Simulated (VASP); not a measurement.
Write an ASE script for VASP 6.6.1 that does the following.

```yaml
Task: density of states
Functional: PBE
Dispersion: D3
Potentials_or_basis: VASP PAW PBE potentials, release 64 (Lu_3), 4f in core
Cutoff: 520 eV
k_mesh: 9 × 9 × 5
Occupations: methfessel-paxton, width 0.1 eV
Spin: no spin polarisation
Further_INCAR_settings: ALGO = Normal; EDIFF = 1.00e-07; NBANDS = 16
```

The structure of Lu lies in POSCAR:

```
Lu
1.0
    3.5941300433      0.0000000000      0.0000000000
   -1.7970650216      3.1126079220      0.0000000000
    0.0000000000      0.0000000000      5.6951432894
Lu
2
Direct
    0.6666666667      0.3333333333      0.7500000000
    0.3333333333      0.6666666667      0.2500000000
```

The cell isn't the ideal one: volume scaled by 1.08.

The input as run:

run.py

```python
from ase.calculators.vasp import Vasp
from ase.dft.dos import DOS
from ase.io import read

atoms = read('POSCAR')
calc = Vasp(
    directory='calc',
    xc='lda',
    pp='PBE',
    setups='recommended',
    prec='Accurate',
    encut=520,
    ediff=1e-07,
    ismear=1,
    sigma=0.1,
    lreal=False,
    lasph=True,
    nelm=80,
    algo='Normal',
    isif=2,
    lwave=False,
    lcharg=False,
    ivdw=11,
    lorbit=10,
    kpts=[9, 9, 5],
    gamma=True,
    nbands=16,
)
atoms.calc = calc

print('energy (eV):', atoms.get_potential_energy())
print('free energy (eV):', atoms.get_potential_energy(force_consistent=True))
print('forces (eV/A):')
print(atoms.get_forces())
print('stress (eV/A^3, Voigt):', atoms.get_stress())
print('Fermi level (eV):', calc.get_fermi_level())
dos = DOS(calc, width=0.2, window=(-10, 10), npts=301)
print('E - E_F (eV), DOS (1/eV)')
for e, g in zip(dos.get_energies(), dos.get_dos()):
    print(f'{e:8.3f} {g:10.4f}')
```

Potentials or basis: VASP PAW PBE potentials, release 64 (Lu_3), 4f in core.

The run is started by

```console
$ python run.py
```

It gave:

The pressure is -4.7 GPa, the band gap on the k mesh is none (metal or under the smearing width) and the valence electrons inside the program's atomic spheres are Lu 7.70. The dispersion energy per atom is -0.287 eV.

Caveat: ASE's xc='lda' writes no GGA tag, so the PBE potentials set the functional and the run is PBE; pairwise dispersion overbinds metals, which lowers pressure and volume.

It took 84 s on 1 thread of AMD EPYC 7R43 64-Core Processor (Zen 3), with other jobs on the host, peak memory 0.15 GiB.
